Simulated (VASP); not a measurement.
# SrO in VASP: the effect of strain

SrO:

```
CELL_PARAMETERS angstrom
0.00000 2.56630 2.46365
2.56630 0.00000 2.46365
2.56630 2.56630 0.00000
ATOMIC_POSITIONS crystal
Sr 0.50000 0.50000 0.50000
O 0.00000 0.00000 0.00000
```

The cell isn't the ideal one: strain = -0.04.

Alike in all runs:

- Program: VASP 6.6.1
- Task: single point
- Functional: PBE
- Potentials or basis: VASP PAW PBE potentials, release 64 (Sr_sv, O)
- Cutoff: 520 eV
- k mesh: 9 × 9 × 9
- Occupations: fermi-dirac, width 0.05 eV
- Spin: no spin polarisation
- Strain kind: uniaxial_z
- Further INCAR settings: ALGO = Normal; EDIFF = 1e-06; NBANDS = 15

**Question.** One run gave: gap on the mesh 3.26 eV; pressure 5.0 GPa. Which strain did it use?
A. 0.04
B. 0.02
C. -0.02
D. -0.01
E. 0

**Answer.** D.

| strain | gap on the mesh (eV) | pressure (GPa) |
| --- | --- | --- |
| -0.04 | 3.07 | 8.9 |
| -0.02 | 3.20 | 6.2 |
| -0.01 | 3.26 | 5.0 |
| 0 | 3.32 | 3.9 |
| 0.01 | 3.30 | 3.0 |
| 0.02 | 3.29 | 2.1 |
| 0.04 | 3.26 | 0.5 |

Caveats: an odd mesh through Γ misses points on the zone boundary, where band edges often lie.
